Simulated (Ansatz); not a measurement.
# SiNi: generalised stacking fault

The calculation used DFT PBE, scalar-relativistic, plane waves, PAW (Ansatz 0.2.0). Cutoff 420 eV, Γ-centred 15×14×4 k-points, Gaussian smearing of 0.15 eV. No spin polarisation. A magnetic state may lie lower. Energies are free energies at this smearing, counted from the undisturbed cell; pressure is positive in compression.

Zero of the scan (relaxed at this level; this form isn't the usual structure):

```
Si Ni
1.0
    -3.05528    0.00000    0.00000
     0.00000   -3.25831    0.00000
     0.00000    0.00000   14.12817
Si Ni
6 6
Direct
  0.50000 0.50000 0.11441
  0.50000 0.50000 0.44774
  0.50000 0.50000 0.78108
  0.00000 0.00000 0.88562
  0.00000 0.00000 0.21896
  0.00000 0.00000 0.55229
  0.50000 0.50000 0.94745
  0.50000 0.50000 0.28079
  0.50000 0.50000 0.61412
  0.00000 0.00000 0.05258
  0.00000 0.00000 0.38591
  0.00000 0.00000 0.71925
```

The cut lies on the cell's a–b face, a (0 0 1) plane (indices in the standard cell, whose axes needn't be the Cartesian ones shown) of area 9.96 Å², between layers 1.49 Å apart. Vector c is tilted by f times 1·a + 0·b (length 3.055 Å) with the atoms' Cartesian places fixed: one unrelaxed fault a cell. The cell is metallic on the mesh throughout.

```
     f  γ (mJ/m²)
0.0000          0
0.1000        181
0.2000        641
0.3000       1207
0.4000       1716
```

(1) Predict the shear traction, the slope of γ along the slip (GPa) at each point.

## Answers

(1)
```csv
f,"shear traction, the slope of γ along the slip (GPa)"
0.0000,0.0
0.1000,11.4
0.2000,17.7
0.3000,18.6
0.4000,13.6
```

Cost: 5 runs of about 8.9 core-minutes in all, on Intel Xeon (Ice Lake) (shared hosts).